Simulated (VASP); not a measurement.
Runs of VASP 6.6.1 on Pt. Symmetry: Fm-3m, No. 225, cubic system. The conventional cell has a = 3.922 Å, b = 3.922 Å, c = 3.922 Å, α = 90.00°, β = 90.00°, γ = 90.00°. Pt (site symmetry m-3m) is surrounded by 12 Pt at 2.77 Å. 

```csv
task,level,potentials or basis,spin,U,cell,k mesh,cutoff (eV),smearing,LDAUTYPE,hund's J,gap on the mesh (eV),pressure (GPa)
band structure,TPSS+D3,"VASP PAW PBE potentials, release 64 (Pt_sv_GW)","collinear, ferromagnetic start, SOC",-,cell strained at random at fixed volume,9 × 9 × 9,600,gaussian 0.05 eV,-,-,-,-9.3
single point,RPBE,"VASP PAW PBE potentials, release 54 (Pt)",off,-,as given,12 × 12 × 12,520,gaussian 0.02 eV,-,-,none,13.9
electron localisation function,vdW-DF-cx,"VASP PAW PBE potentials, release 64 (Pt)",off,-,as given,12 × 12 × 12,500,methfessel-paxton 0.2 eV,-,-,none,(a)
single point,r2SCAN+U,"VASP PAW PBE potentials, release 64 (Pt)",off,"Pt d U = 4 eV, J = 1.0 eV",as given,12 × 12 × 12,520,methfessel-paxton 0.2 eV,1,1,none,-4.0
```

**Question.** Estimate the missing entries.

**Answer.** (a) 1.8.

Caveats: the PAW data sets were made with another functional, which shifts forces and pressure a little; U without spin polarisation on a metal has little footing (some runs); the U is typed as a test and isn't derived for this compound (some runs).

A k mesh can miss the band edges, and rows without SOC leave out spin-orbit coupling on Pt.

A gap of «none» marks a metal or a gap under the smearing width.

The runs don't all hold the same shells in valence.
